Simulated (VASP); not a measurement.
# Si2Ge (P-3m1) in VASP: density of states with PBE

Aim: the density of states of Si2Ge with PBE.

All numbers are computed with VASP 6.6.1; they aren't measurements. Logs are shortened: lines on timing, memory, paths and dates and some standing lists are left out, and cuts for length are marked.

### 1 The structure

The structure is trigonal, space group P-3m1 (No. 164). The conventional cell has a = 3.927 Å, b = 3.927 Å, c = 9.612 Å, α = 90.00°, β = 90.00°, γ = 120.00°. Si (site symmetry 3m) is surrounded by 1 Si at 2.36 Å and 3 Ge at 2.41 Å. Si (site symmetry 3m) is surrounded by 3 Si at 2.39 Å and 1 Ge at 2.43 Å. Ge (site symmetry 3m) is surrounded by 4 Si at 2.41 to 2.43 Å.

The cell was built by a generator and needn't be a form met in nature.

### 2 Density of states, PBE

Contents of POSCAR:

```
Si2Ge                                   
1.0
    3.9271243315      0.0000000000     -0.0000000000
   -1.9635621708      3.4009894402      0.0000000000
   -0.0000000000      0.0000000000      9.6120849728
  Si              Ge            
     4     2
Direct
     1.0000000000000000    1.0000000000000000    0.8773977747954692
     1.0000000000000000    0.0000000000000000    0.1226022252045308
     0.3333333300000021    0.6666666699999979    0.5394186576938000
     0.6666666699999979    0.3333333300000021    0.4605813423061999
     0.3333333300000021    0.6666666699999979    0.7920285794711190
     0.6666666699999979    0.3333333300000021    0.2079714205288810
```

Contents of INCAR.step1:

```
SYSTEM = Si2Ge
PREC = Accurate
ENCUT = 520
EDIFF = 1E-6
ISMEAR = 0
SIGMA = 0.03
LREAL = .False.
LASPH = .True.
NELM = 80
ALGO = Normal
ISIF = 2
LWAVE = .False.
LCHARG = .True.
GGA = PE
NBANDS = 31
KPAR = 4
```

Contents of KPOINTS.step1:

```
regular mesh
0
Gamma
  8 8 4
  0 0 0
```

Contents of INCAR.step2:

```
SYSTEM = Si2Ge
PREC = Accurate
ENCUT = 520
EDIFF = 1E-6
ISMEAR = -5
SIGMA = 0.03
LREAL = .False.
LASPH = .True.
NELM = 80
ALGO = Normal
ISIF = 2
LWAVE = .False.
LCHARG = .False.
GGA = PE
LORBIT = 11
NBANDS = 31
KPAR = 4
NEDOS = 2001
ICHARG = 11
```

Contents of KPOINTS.step2:

```
regular mesh
0
Gamma
  12 12 6
  0 0 0
```

Potentials or basis: VASP PAW PBE potentials, release 64 (Si, Ge_d).

Started as:

```console
cat potpaw_PBE.64/Si/POTCAR potpaw_PBE.64/Ge_d/POTCAR > POTCAR
cp INCAR.step1 INCAR
cp KPOINTS.step1 KPOINTS
mpirun -np 4 vasp_std > vasp.out
cp INCAR.step2 INCAR
cp KPOINTS.step2 KPOINTS
mpirun -np 4 vasp_std > vasp.out
```

OUTCAR:

```text
SYSTEM = Si2Ge
   PREC = Accurate
   ENCUT = 520
   EDIFF = 1E-6
   ISMEAR = -5
   LREAL = .False.
   LASPH = .True.
   NELM = 80
   ISIF = 2
   GGA = PE
   LORBIT = 11
   ICHARG = 11

 ion  position               nearest neighbor table
   1  0.000  0.000  0.877-   2 2.36   5 2.41   5 2.41   5 2.41
   2  0.000  0.000  0.123-   1 2.36   6 2.41   6 2.41   6 2.41
   3  0.333  0.667  0.539-   4 2.39   4 2.39   4 2.39   5 2.43
   4  0.667  0.333  0.461-   3 2.39   3 2.39   3 2.39   6 2.43
   5  0.333  0.667  0.792-   1 2.41   1 2.41   1 2.41   3 2.43
   6  0.667  0.333  0.208-   2 2.41   2 2.41   2 2.41   4 2.43

  LATTYP: Found a hexagonal cell.
 ALAT       =     3.9271243315
 C/A-ratio  =     2.4476141220

  Lattice vectors:

 A1 = (   3.9271243315,   0.0000000000,   0.0000000000)
 A2 = (  -1.9635621708,   3.4009894402,   0.0000000000)
 A3 = (   0.0000000000,   0.0000000000,   9.6120849728)

Analysis of symmetry for initial positions (statically):
=====================================================================
 Subroutine PRICEL returns:
 Original cell was already a primitive cell.

 Routine SETGRP: Setting up the symmetry group for a
 hexagonal supercell.

 Subroutine GETGRP returns: Found 12 space group operations
 (whereof 12 operations were pure point group operations)
 out of a pool of 24 trial point group operations.

The static configuration has the point symmetry D_3d.

Analysis of symmetry for dynamics (positions and initial velocities):
=====================================================================
 Subroutine PRICEL returns:
 Original cell was already a primitive cell.

 Routine SETGRP: Setting up the symmetry group for a
 hexagonal supercell.

 Subroutine GETGRP returns: Found 12 space group operations
 (whereof 12 operations were pure point group operations)
 out of a pool of 24 trial point group operations.

The dynamic configuration has the point symmetry D_3d.

 Subroutine INISYM returns: Found 12 space group operations
 (whereof 12 operations are pure point group operations),
 and found     1 'primitive' translations

----------------------------------------------------------------------------------------

                                     Primitive cell

  volume of cell :     128.3800

  direct lattice vectors                    reciprocal lattice vectors
     3.927124331  0.000000000  0.000000000     0.254639251  0.147016041  0.000000000
    -1.963562171  3.400989440  0.000000000     0.000000000  0.294032080  0.000000000
     0.000000000  0.000000000  9.612084973     0.000000000  0.000000000  0.104035701

  length of vectors
     3.927124331  3.927124339  9.612084973     0.294032081  0.294032080  0.104035701

  position of ions in fractional coordinates (direct lattice)
     0.000000000  0.000000000  0.877397775
     0.000000000  0.000000000  0.122602225
     0.333333330  0.666666670  0.539418658
     0.666666670  0.333333330  0.460581342
     0.333333330  0.666666670  0.792028579
     0.666666670  0.333333330  0.207971421

  ion indices of the primitive-cell ions
   primitive index   ion index
                 1           1
                 2           2
                 3           3
                 4           4
                 5           5
                 6           6

----------------------------------------------------------------------------------------

 KPOINTS: regular mesh

Automatic generation of k-mesh.
 Grid dimensions read from file:
 generate k-points for:   12   12    6

 Generating k-lattice:

  Cartesian coordinates                     Fractional coordinates (reciprocal lattice)
     0.021219938  0.012251337  0.000000000     0.083333333 -0.000000000  0.000000000
     0.000000000  0.024502673  0.000000000     0.000000000  0.083333333  0.000000000
     0.000000000  0.000000000  0.017339284     0.000000000  0.000000000  0.166666667

  Length of vectors
     0.024502673  0.024502673  0.017339284

  Shift w.r.t. Gamma in fractional coordinates (k-lattice)
     0.000000000  0.000000000  0.000000000

 TETIRR: Found   1229 inequivalent tetrahedra from     5184

 Subroutine IBZKPT returns following result:
 ===========================================

 Found    100 irreducible k-points:

 Following reciprocal coordinates:
            Coordinates               Weight
  0.000000  0.000000  0.000000      1.000000
  0.083333  0.000000  0.000000      6.000000
  0.166667  0.000000  0.000000      6.000000
  0.250000  0.000000  0.000000      6.000000
  0.333333  0.000000  0.000000      6.000000
  0.416667 -0.000000  0.000000      6.000000
[... 16 lines left out ...]
  0.166667  0.000000  0.166667      6.000000
  0.000000  0.166667  0.166667      6.000000
 [... further k-points ...]
   k-points           NKPTS =    100   k-points in BZ     NKDIM =    100   number of bands    NBANDS=     31
   number of dos      NEDOS =   2001   number of ions     NIONS =      6
   total plane-waves  NPLWV =  64800
   dimension x,y,z NGX =    30 NGY =   30 NGZ =   72
   dimension x,y,z NGXF=    60 NGYF=   60 NGZF=  144
   ions per type =               4   2
   NGX,Y,Z   is equivalent  to a cutoff of  12.70, 12.70, 12.45 a.u.
   NGXF,Y,Z  is equivalent  to a cutoff of  25.40, 25.40, 24.91 a.u.
 SYSTEM =  Si2Ge
   PREC   = accura    normal or accurate (medium, high low for compatibility)
   ISTART =      0    job   : 0-new  1-cont  2-samecut
   ICHARG =     11    charge: 1-file 2-atom 10-const
   ISPIN  =      1    spin polarized calculation?
   LNONCOLLINEAR =      F non collinear calculations
   LSORBIT =      F    spin-orbit coupling
   LASPH  =      T    aspherical Exc in radial PAW
   ENCUT  =  520.0 eV  38.22 Ry    6.18 a.u.   7.30  7.30 17.87*2*pi/ulx,y,z
   NELM   =     80;   NELMIN=  2; NELMDL=  0     # of ELM steps
   EDIFF  = 0.1E-05   stopping-criterion for ELM
   LREAL  =      F    real-space projection
   EDIFFG = 0.1E-04   stopping-criterion for IOM
   NSW    =      0    number of steps for IOM
   IBRION =     -1    ionic relax: 0-MD 1-quasi-New 2-CG
   NFREE  =      0    steps in history (QN), initial steepest desc. (CG)
   ISIF   =      2    stress and relaxation
   ISYM   =      2    0-nonsym 1-usesym 2-fastsym
   POTIM  = 0.5000    time-step for ionic-motion
   TEBEG  =    0.0;   TEEND  =   0.0 temperature during run
   PSTRESS=    0.0 pullay stress
   NELECT =      44.0000    total number of electrons
   NUPDOWN=      -1.0000    fix difference up-down
   EMIN   =  10.00;   EMAX   =-10.00  energy-range for DOS
   EFERMI =   0.00;   METHOD = LEGACY
   ISMEAR =    -5;   SIGMA  =   0.03  broadening in eV -4-tet -1-fermi 0-gaus
   EFERMI_NEDOS =   21; number of points for ismear=-14 and -15
   IALGO  =     38    algorithm
   IMIX   =      4    mixing-type and parameters
     AMIX     =   0.40;   BMIX     =  1.00
     AMIX_MAG =   1.60;   BMIX_MAG =  1.00
  volume/ion in A,a.u.               =      21.40       144.39
  Fermi-wavevector in a.u.,A,eV,Ry     =   1.145671  2.165004 17.858487  1.312562
  Thomas-Fermi vector in A             =   2.282358
   LORBIT       =     11    0 simple, 1 ext, 2 COOP (PROOUT), +10 PAW based schemes
   GGA     = PE    functional components
   LHFCALC =     F    Hartree Fock is set to
   AEXX    =    0.0000 exact exchange contribution
   IVDW    =     0    specifies the selected vdW correction
   LEPSILON=     F    determine dielectric tensor
   LRPA    =     F    only Hartree local field effects (RPA)
 non-spin polarized calculation
 Fermi weights with tetrahedron method with Bloechl corrections
  energy-cutoff  :      520.00
  volume of cell :      128.38
 maximum number of plane-waves:      3492
 NGX is ok and might be reduce to    30

 number of electron      43.9999982 magnetization

 Free energy of the ion-electron system (eV)
  ---------------------------------------------------
  ext. energy  EPLUGINS =         0.00000000
  ---------------------------------------------------
  free energy    TOTEN  =       -30.62813925 eV

  energy without entropy =      -30.62813925  energy(sigma->0) =      -30.62813925

 E-fermi :   5.3146     XC(G=0):  -9.4996

 val. band max:        5.3085115438   @ k =   0.0000   0.0000   0.0000
 cond. band min:       5.8807995476   @ k =   0.4167  -0.0000   0.1667
 fundamental gap:      0.5722880038
 Fermi energy:         5.3145546702

 k-point     1 :       0.0000    0.0000    0.0000
  band No.  band energies     occupation
      1     -18.9446      2.00000
      2     -18.9442      2.00000
      3     -18.9409      2.00000
      4     -18.9409      2.00000
      5     -18.9407      2.00000
      6     -18.9407      2.00000
[... 23 lines left out ...]
     30       8.6919      0.00000
     31       9.0696      0.00000

 k-point     2 :       0.0833    0.0000    0.0000
  band No.  band energies     occupation
      1     -18.9444      2.00000
      2     -18.9439      2.00000
      3     -18.9410      2.00000
      4     -18.9408      2.00000
      5     -18.9405      2.00000
      6     -18.9403      2.00000
[... 23 lines left out ...]
     30       8.8250      0.00000
     31       9.1029      0.00000

 k-point     3 :       0.1667    0.0000    0.0000
  band No.  band energies     occupation
      1     -18.9440      2.00000
      2     -18.9437      2.00000
      3     -18.9410      2.00000
      4     -18.9406      2.00000
      5     -18.9395      2.00000
      6     -18.9392      2.00000
[... 703 lines left out ...]
     30       9.4930      0.00000
     31       9.9229      0.00000

 k-point    24 :       0.0000    0.1667    0.1667
  band No.  band energies     occupation
      1     -18.9440      2.00000
      2     -18.9437      2.00000
      3     -18.9410      2.00000
      4     -18.9406      2.00000
      5     -18.9395      2.00000
      6     -18.9392      2.00000
[... 23 lines left out ...]
     30       9.4512      0.00000
     31       9.5902      0.00000

 [... further k-points ...]

------------------------ aborting loop because EDIFF is reached ----------------------------------------

  FORCE on cell =-STRESS in cart. coord.  units (eV):
  Direction    XX          YY          ZZ          XY          YZ          ZX
  --------------------------------------------------------------------------------------
  -------------------------------------------------------------------------------------
  Total       -0.0913473     -0.0913473     -0.0601447      0.0000000     -0.0000000      0.0000000
  in kB       -1.1400103     -1.1400103     -0.7506026      0.0000000     -0.0000000      0.0000000
  external PRESSURE =      -1.0102077 kB  Pullay stress =       0.0000000 kB

 VOLUME and BASIS-vectors are now :
 -----------------------------------------------------------------------------
  energy-cutoff  :      520.00
  volume of cell :      128.38
      direct lattice vectors                 reciprocal lattice vectors
     3.927124331  0.000000000  0.000000000     0.254639251  0.147016041  0.000000000
    -1.963562171  3.400989440  0.000000000     0.000000000  0.294032080  0.000000000
     0.000000000  0.000000000  9.612084973     0.000000000  0.000000000  0.104035701

 POSITION                                       TOTAL-FORCE (eV/Angst)
 -----------------------------------------------------------------------------------
      0.00000      0.00000      8.43362        -0.000000      0.000000      0.002250
      0.00000      0.00000      1.17846        -0.000000     -0.000000     -0.002250
     -0.00000      2.26733      5.18494        -0.000000      0.000000      0.007288
      1.96356      1.13366      4.42715        -0.000000     -0.000000     -0.007288
     -0.00000      2.26733      7.61305         0.000000     -0.000000     -0.006994
      1.96356      1.13366      1.99904        -0.000000      0.000000      0.006994
 -----------------------------------------------------------------------------------
    total drift:                               -0.000000      0.000000     -0.000000

  FREE ENERGIE OF THE ION-ELECTRON SYSTEM (eV)
  ---------------------------------------------------
  free  energy   TOTEN  =       -30.6281392534 eV

  energy  without entropy=      -30.6281392534  energy(sigma->0) =      -30.62813925

 total charge

# of ion       s       p       d       tot
------------------------------------------
    1        0.760   0.899   0.000   1.658
    2        0.760   0.899   0.000   1.658
    3        0.754   0.899   0.000   1.653
    4        0.754   0.899   0.000   1.653
    5        1.112   1.324  10.026  12.461
    6        1.112   1.324  10.026  12.461
--------------------------------------------------
tot          5.251   6.243  20.051  31.545
```

Wall time 72 s (4 MPI ranks of Intel Xeon Platinum 8488C (Sapphire Rapids), shared host); peak memory 0.43 GiB.

Results:

- Valence electrons inside the program's atomic spheres: Si 1.66, 1.65; Ge 12.46

Levels at points of the mesh, in eV from the valence-band top:
```tsv
k point	band 20	band 21	band 22	band 23	band 24	band 25
(0.00, 0.00, 0.00)	-0.03	0.00	0.00	1.10	1.27	1.99
(0.50, 0.00, 0.00)	-2.81	-1.91	-1.74	0.74	0.75	1.83
(0.00, 0.00, 0.50)	-0.58	-0.37	-0.37	1.00	1.82	1.83
(0.50, 0.00, 0.50)	-2.53	-1.27	-1.26	0.90	0.99	1.24
```

States per cell in windows of 1 eV (zero at the valence-band top; states under -8 eV left out):
| from (eV) | total | Ge5_p | Ge6_p | Si3_p | Si4_p | Si1_p | Si2_p |
| --- | --- | --- | --- | --- | --- | --- | --- |
| -8.0 | 1.25 | 0.03 | 0.03 | 0.02 | 0.02 | 0.02 | 0.02 |
| -7.0 | 2.50 | 0.10 | 0.10 | 0.06 | 0.06 | 0.05 | 0.05 |
| -6.0 | 1.01 | 0.05 | 0.05 | 0.03 | 0.03 | 0.02 | 0.02 |
| -5.0 | 1.17 | 0.07 | 0.07 | 0.05 | 0.05 | 0.04 | 0.04 |
| -4.0 | 3.63 | 0.26 | 0.26 | 0.20 | 0.20 | 0.18 | 0.18 |
| -3.0 | 4.26 | 0.35 | 0.35 | 0.26 | 0.26 | 0.25 | 0.25 |
| -2.0 | 3.28 | 0.32 | 0.32 | 0.20 | 0.20 | 0.22 | 0.22 |
| -1.0 | 0.92 | 0.11 | 0.11 | 0.05 | 0.05 | 0.07 | 0.07 |
| 0.0 | 0.23 | 0.00 | 0.00 | 0.01 | 0.01 | 0.00 | 0.00 |
| 1.0 | 2.70 | 0.07 | 0.07 | 0.08 | 0.08 | 0.07 | 0.07 |
| 2.0 | 4.10 | 0.14 | 0.14 | 0.13 | 0.13 | 0.13 | 0.13 |
| 3.0 | 4.55 | 0.21 | 0.21 | 0.16 | 0.16 | 0.16 | 0.16 |
| 4.0 | 3.55 | 0.17 | 0.17 | 0.13 | 0.13 | 0.14 | 0.14 |
| 5.0 | 2.26 | 0.11 | 0.11 | 0.10 | 0.10 | 0.09 | 0.09 |
| 6.0 | 0.62 | 0.03 | 0.03 | 0.03 | 0.03 | 0.02 | 0.02 |
| 7.0 | 0.00 | 0.00 | 0.00 | 0.00 | 0.00 | 0.00 | 0.00 |
